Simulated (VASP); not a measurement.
# Si (P6_3/mmc) in VASP: single point with r2SCAN

Aim: the single point of Si with r2SCAN.

All numbers are computed with VASP 6.6.1; they aren't measurements. Logs are shortened: lines on timing, memory, paths and dates and some standing lists are left out, and cuts for length are marked.

## 1. The crystal as given

The structure is hexagonal, space group P6_3/mmc (No. 194). The conventional cell has a = 2.836 Å, b = 2.836 Å, c = 4.594 Å, α = 90.00°, β = 90.00°, γ = 120.00°. Si (site symmetry -6m2) has 12 Si at 2.82 to 2.84 Å as nearest neighbours.

This isn't the form of Si at room conditions, which is diamond.

## 2. Single point, r2SCAN

Contents of POSCAR:

```
Si
1.0
    2.8359687699      0.0000000000      0.0000000000
   -1.4179843850      2.4560209991      0.0000000000
    0.0000000000      0.0000000000      4.5942694073
Si
2
Direct
    0.3333333333      0.6666666667      0.2500000000
    0.6666666667      0.3333333333      0.7500000000
```

Contents of INCAR.step1:

```
PREC = Accurate
ENCUT = 520
ISMEAR = -1
SIGMA = 0.05
LREAL = F
LASPH = T
NELM = 100
NBANDS = 11
GGA = PE
ALGO = Normal
EDIFF = 1E-4
LWAVE = T
LCHARG = F
```

Contents of INCAR.step2:

```
PREC = Accurate
ENCUT = 520
EDIFF = 1E-6
ISMEAR = -1
SIGMA = 0.05
LREAL = F
LASPH = T
NELM = 100
ALGO = Normal
ISIF = 2
LWAVE = F
LCHARG = F
METAGGA = R2SCAN
LMIXTAU = T
NBANDS = 11
ISTART = 1
```

Contents of KPOINTS:

```
regular mesh
0
Gamma
  12 12 7
```

Potentials or basis: VASP PAW PBE potentials, release 64 (Si).

The run is started by

```
$ cat potpaw_PBE.64/Si/POTCAR > POTCAR
$ cp INCAR.step1 INCAR
$ mpirun -np 1 vasp_std > vasp.out
$ cp INCAR.step2 INCAR
$ mpirun -np 1 vasp_std > vasp.out
```

OUTCAR:

```text
PREC = Accurate
   ENCUT = 520
   EDIFF = 1E-6
   ISMEAR = -1
   LREAL = F
   LASPH = T
   NELM = 100
   ISIF = 2
   METAGGA = R2SCAN
   ISTART = 1

 ion  position               nearest neighbor table
   1  0.333  0.667  0.250-   2 2.82   2 2.82   2 2.82   2 2.82   2 2.82   2 2.82
   2  0.667  0.333  0.750-   1 2.82   1 2.82   1 2.82   1 2.82   1 2.82   1 2.82

  LATTYP: Found a hexagonal cell.
 ALAT       =     2.8359687699
 C/A-ratio  =     1.6200000000

  Lattice vectors:

 A1 = (   2.8359687699,   0.0000000000,   0.0000000000)
 A2 = (  -1.4179843850,   2.4560209991,   0.0000000000)
 A3 = (   0.0000000000,   0.0000000000,   4.5942694073)

Analysis of symmetry for initial positions (statically):
=====================================================================
 Subroutine PRICEL returns:
 Original cell was already a primitive cell.

 Routine SETGRP: Setting up the symmetry group for a
 hexagonal supercell.

 Subroutine GETGRP returns: Found 24 space group operations
 (whereof 12 operations were pure point group operations)
 out of a pool of 24 trial point group operations.

The static configuration has the point symmetry D_3d.
 The point group associated with its full space group is D_6h.

Analysis of symmetry for dynamics (positions and initial velocities):
=====================================================================
 Subroutine PRICEL returns:
 Original cell was already a primitive cell.

 Routine SETGRP: Setting up the symmetry group for a
 hexagonal supercell.

 Subroutine GETGRP returns: Found 24 space group operations
 (whereof 12 operations were pure point group operations)
 out of a pool of 24 trial point group operations.

The dynamic configuration has the point symmetry D_3d.
 The point group associated with its full space group is D_6h.

 Subroutine INISYM returns: Found 24 space group operations
 (whereof 12 operations are pure point group operations),
 and found     1 'primitive' translations

----------------------------------------------------------------------------------------

                                     Primitive cell

  volume of cell :      32.0000

  direct lattice vectors                    reciprocal lattice vectors
     2.835968770  0.000000000  0.000000000     0.352613192  0.203581321  0.000000000
    -1.417984385  2.456020999  0.000000000     0.000000000  0.407162642  0.000000000
[... 93 lines left out ...]
   POTIM  = 0.5000    time-step for ionic-motion
   TEBEG  =    0.0;   TEEND  =   0.0 temperature during run
   PSTRESS=    0.0 pullay stress
   NELECT =       8.0000    total number of electrons
   NUPDOWN=      -1.0000    fix difference up-down
   EMIN   =  10.00;   EMAX   =-10.00  energy-range for DOS
   EFERMI =   0.00;   METHOD = LEGACY
   ISMEAR =    -1;   SIGMA  =   0.05  broadening in eV -4-tet -1-fermi 0-gaus
   EFERMI_NEDOS =   21; number of points for ismear=-14 and -15
   IALGO  =     38    algorithm
   IMIX   =      4    mixing-type and parameters
     AMIX     =   0.40;   BMIX     =  1.00
     AMIX_MAG =   1.60;   BMIX_MAG =  1.00
  volume/ion in A,a.u.               =      16.00       107.97
  Fermi-wavevector in a.u.,A,eV,Ry     =   1.031307  1.948889 14.471090  1.063595
  Thomas-Fermi vector in A             =   2.165449
   LORBIT       =      0    0 simple, 1 ext, 2 COOP (PROOUT), +10 PAW based schemes
   METAGGA = R2SCAN    functional components
   LHFCALC =     F    Hartree Fock is set to
   AEXX    =    0.0000 exact exchange contribution
   IVDW    =     0    specifies the selected vdW correction
   LEPSILON=     F    determine dielectric tensor
   LRPA    =     F    only Hartree local field effects (RPA)
 non-spin polarized calculation
  energy-cutoff  :      520.00
  volume of cell :       32.00
 maximum number of plane-waves:       875
 NGX is ok and might be reduce to    24
   NGX = 11   NGY = 11   NGZ = 17

 number of electron       8.0000000 magnetization

 Free energy of the ion-electron system (eV)
  ---------------------------------------------------
  ext. energy  EPLUGINS =         0.00000000
  ---------------------------------------------------
  free energy    TOTEN  =       -15.97889178 eV

  energy without entropy =      -15.97439309  energy(sigma->0) =      -15.97664243

 E-fermi :   8.8771     XC(G=0): -11.5238

 val. band max:        8.8206042208   @ k =   0.2500   0.1667   0.2857
 cond. band min:       8.9705738733   @ k =   0.3333   0.1667   0.4286
 fundamental gap:      0.1499696524
 Fermi energy:         8.8770640540

 k-point     1 :       0.0000    0.0000    0.0000
  band No.  band energies     occupation
      1      -5.4979      2.00000
      2       1.2836      2.00000
      3       2.1823      2.00000
      4      16.6761      0.00000
      5      16.6761      0.00000
      6      18.3480      0.00000
      7      18.3480      0.00000
      8      19.9487      0.00000
      9      20.8605      0.00000
     10      21.2011      0.00000
     11      22.4284      0.00000
[... 309 lines left out ...]
 k-point    24 :       0.3333   -0.0000    0.1429
  band No.  band energies     occupation
      1      -2.5313      2.00000
      2       2.5502      2.00000
      3       5.7857      2.00000
      4       6.5894      2.00000
      5      10.7028      0.00000
      6      12.6791      0.00000
      7      14.3768      0.00000
      8      15.3382      0.00000
      9      16.9647      0.00000
     10      20.4603      0.00000
     11      20.9434      0.00000

 [... further k-points ...]

------------------------ aborting loop because EDIFF is reached ----------------------------------------

  FORCE on cell =-STRESS in cart. coord.  units (eV):
  Direction    XX          YY          ZZ          XY          YZ          ZX
  --------------------------------------------------------------------------------------
  -------------------------------------------------------------------------------------
  Total       -1.6999299     -1.6999299     -2.4214450      0.0000000      0.0000000     -0.0000000
  in kB      -85.1121612    -85.1121612   -121.2370089      0.0000000      0.0000000     -0.0000000
  external PRESSURE =     -97.1537771 kB  Pullay stress =       0.0000000 kB

 VOLUME and BASIS-vectors are now :
 -----------------------------------------------------------------------------
  energy-cutoff  :      520.00
  volume of cell :       32.00
      direct lattice vectors                 reciprocal lattice vectors
     2.835968770  0.000000000  0.000000000     0.352613192  0.203581321  0.000000000
    -1.417984385  2.456020999  0.000000000     0.000000000  0.407162642  0.000000000
     0.000000000  0.000000000  4.594269407     0.000000000  0.000000000  0.217662464

 POSITION                                       TOTAL-FORCE (eV/Angst)
 -----------------------------------------------------------------------------------
     -0.00000      1.63735      1.14857        -0.000000     -0.000000      0.000000
      1.41798      0.81867      3.44570         0.000000      0.000000      0.000000
 -----------------------------------------------------------------------------------
    total drift:                               -0.000000      0.000000      0.000000

  FREE ENERGIE OF THE ION-ELECTRON SYSTEM (eV)
  ---------------------------------------------------
  free  energy   TOTEN  =       -15.9788917796 eV

  energy  without entropy=      -15.9743930870  energy(sigma->0) =      -15.97664243
```

Run time: 36 s. Hardware: 1 thread of Intel Xeon 6975P-C (Granite Rapids), shared host; peak memory 0.15 GiB.

Results:

```yaml
Free_energy: -15.9789 eV
Pressure: -9.7 GPa
Band_gap_on_the_k_mesh: none (metal or under the smearing width)
```

Stress tensor (GPa, compression positive):
```
 -8.51   0.00   0.00
  0.00  -8.51   0.00
  0.00   0.00 -12.12
```

Levels at points of the mesh, in eV from the Fermi level:
| k point | band 1 | band 2 | band 3 | band 4 | band 5 | band 6 | band 7 | band 8 | band 9 |
| --- | --- | --- | --- | --- | --- | --- | --- | --- | --- |
| (0.00, 0.00, 0.00) | -14.37 | -7.59 | -6.69 | 7.80 | 7.80 | 9.47 | 9.47 | 11.07 | 11.98 |
| (0.50, 0.00, 0.00) | -8.50 | -7.58 | -1.52 | -1.48 | -1.39 | 0.39 | 3.05 | 5.59 | 8.30 |

Caveat: the PAW data sets were made with another functional, which shifts forces and pressure a little.
